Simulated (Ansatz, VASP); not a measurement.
Two plane-wave programs on Si

POSCAR

```
Si
1.0
    0.0000000000      2.7350000000      2.7350000000
    2.7350000000      0.0000000000      2.7350000000
    2.7350000000      2.7350000000      0.0000000000
Si
2
Direct
    0.0000000000      0.0000000000      0.0000000000
    0.2500000000      0.2500000000      0.2500000000
```

The input INCAR.step1:

```
PREC = Accurate ; ENCUT = 520
EDIFF = 1E-5 ; ISMEAR = -1
SIGMA = 0.02 ; LREAL = False
LASPH = True ; NELM = 100
ALGO = Normal ; ISIF = 2
LWAVE = True ; LCHARG = False
NBANDS = 11 ; GGA = PE
```

File INCAR.step2:

```
PREC = Accurate ; ENCUT = 520
EDIFF = 1E-6 ; ISMEAR = -1
SIGMA = 0.02 ; LREAL = False
LASPH = True ; NELM = 100
ALGO = Normal ; ISIF = 2
LWAVE = False ; LCHARG = False
GGA = PE ; LHFCALC = True
HFSCREEN = 0.2079 ; PRECFOCK = Normal
NBANDS = 11 ; ISTART = 1
```

KPOINTS

```
regular mesh
0
Gamma
  3 3 3
```

Input for Ansatz:

```yaml
crystal:
  lattice:
    - [0, 2.735, 2.735]
    - [2.735, 0, 2.735]
    - [2.735, 2.735, 0]
  atoms:
    - { symbol: Si, position: [0, 0, 0] }
    - { symbol: Si, position: [0.25, 0.25, 0.25] }
kpoints:
  mp_grid: { grid: [3, 3, 3] }
hamiltonian:
  xc: hse06
  pseudopotentials: { kind: paw }
scf:
  occupations: { method: fermi_dirac, width: 0.02 }
  convergence: { dr2_threshold: "1e-9 eV" }
  exx: { energy_threshold: "2e-8 eV", singularity: regularized }
output:
  forces: true
  stress: true
  eigenvalues: true
```

Alike in both runs: task single point; functional HSE06; k mesh 3 × 3 × 3; occupations fermi-dirac, width 0.02 eV; no spin polarisation.

|  | VASP | Ansatz |
| --- | --- | --- |
| version | VASP 6.6.1 | Ansatz 0.2.0 development build |
| potentials or method | VASP PAW PBE potentials, release 64 (Si) | plane waves, PAW datasets (generated soft set 1) |
| plane-wave cutoff (eV) | 520 | 420 |
| valence electrons in the cell | 8 | 8 |

|  | VASP | Ansatz | Ansatz less VASP |
| --- | --- | --- | --- |
| gap on the k mesh at the Fermi level (eV) | 1.45 | 1.44 | -0.012 |

Ansatz warned: «stress_scf_threshold_loose».

Caveats: the k mesh is coarse (spacing up to 0.66 Å⁻¹), so the values aren't converged, least of all with exact exchange; an odd mesh through Γ misses points on the zone boundary, where band edges often lie.
